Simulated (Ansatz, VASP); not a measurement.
Given: the input of a run of VASP 6.6.1 on C. 

Contents of INCAR:

```
  PREC = Accurate
  ENCUT = 520
  EDIFF = 1E-7
  ISMEAR = 0
  SIGMA = 0.016
  LREAL = False
  LASPH = True
  NELM = 60
  ALGO = Normal
  ISIF = 2
  LWAVE = False
  LCHARG = True
  GGA = PE
  LELF = True
  LVHAR = True
```

The input KPOINTS:

```
Automatic mesh
0
Gamma
  13 13 13
```

File POSCAR:

```
C
1.0
    0.0000000000      1.7833700000      1.7833700000
    1.7833700000      0.0000000000      1.7833700000
    1.7833700000      1.7833700000      0.0000000000
C
2
Direct
    0.7500000000      0.7500000000      0.7500000000
    0.5000000000      0.5000000000      0.5000000000
```

Potentials or basis: VASP PAW PBE potentials, release 64 (C).

The run is started by

```sh
$ cat potpaw_PBE.64/C/POTCAR > POTCAR
$ mpirun -np 1 vasp_std > vasp.out
```

Problem. Translate it to Ansatz 0.2.0. Potentials or basis there: all-electron LAPW, scalar-relativistic.

Solution. As run (cutoffs and basis follow the program's own potentials, and thresholds, step limits or extra output files can differ):

The input input.yaml:

```yaml
crystal:
  lattice:
    - [0.0, 1.78337, 1.78337]
    - [1.78337, 0.0, 1.78337]
    - [1.78337, 1.78337, 0.0]
  atoms:
    - { symbol: C, position: [0.75, 0.75, 0.75] }
    - { symbol: C, position: [0.5, 0.5, 0.5] }
kpoints:
  mp_grid: { grid: [13, 13, 13] }
scf:
  occupations: { method: gaussian, width: 0.016 }
hamiltonian:
  xc: pbe
  pseudopotentials: { kind: all_electron, lapw: { basis_error: 0.001 } }
output:
  forces: true
  stress: true
  eigenvalues: true
```

Potentials or basis: all-electron LAPW, scalar-relativistic.

Command:

```console
$ ansatz run input.yaml --threads 1 --pin off --max-ram 3072MiB --backend cpu --events-out ev --progress --plain --runs-dir out
```

Both were run:

|  | VASP | Ansatz |
| --- | --- | --- |
| Pressure | 2.5 GPa | 1.8 GPa |

Where Ansatz's input types no cutoff or centring, it takes its own default and a Γ-centred mesh.

Pressure is positive in compression.
